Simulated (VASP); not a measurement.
The system is Be.

```
Be
1.0
     2.02081    0.00000    0.00000
     0.00000    2.02081    0.00000
     0.00000    0.00000    2.66164
Be
1
Direct
  0.00000 0.00000 0.50000
```

The cell was built by a generator and needn't be a form met in nature.

```yaml
Program: VASP 6.6.1
Task: relaxation of cell and atoms
Functional: LDA
Potentials_or_basis: VASP PAW LDA potentials, release 64 (Be)
Cutoff: 600 eV
k_mesh: 13 × 13 × 10
Occupations: fermi-dirac, width 0.05 eV
Spin: no spin polarisation
```

At the start: pressure -3.0 GPa; volume 10.87 Å³/atom.

Q: Where does the relaxation end?

A: Over 5 steps the energy falls by 4.2 meV/atom and the volume is 10.41 Å³/atom (-4.3 %); space group P4/mmm (No. 123, to 0.05 Å).

Step by step:
```
step  energy change (eV)  largest force (eV/Å)  pressure (GPa)  volume (Å³)
   1              0.0000                0.0000           -3.00        10.87
   2             -0.0037                0.0000           -0.51        10.55
   3             -0.0037                0.0000           -0.27        10.52
   4             -0.0040                0.0000           -0.16        10.48
   5             -0.0042                0.0000            0.01        10.41
```

Final structure:
```xyz
1
Lattice="1.9947 0.0000 0.0000 0.0000 1.9947 0.0000 0.0000 0.0000 2.6154" Properties=species:S:1:pos:R:3 pbc="T T T"
Be    0.0000    0.0000    1.3077
```
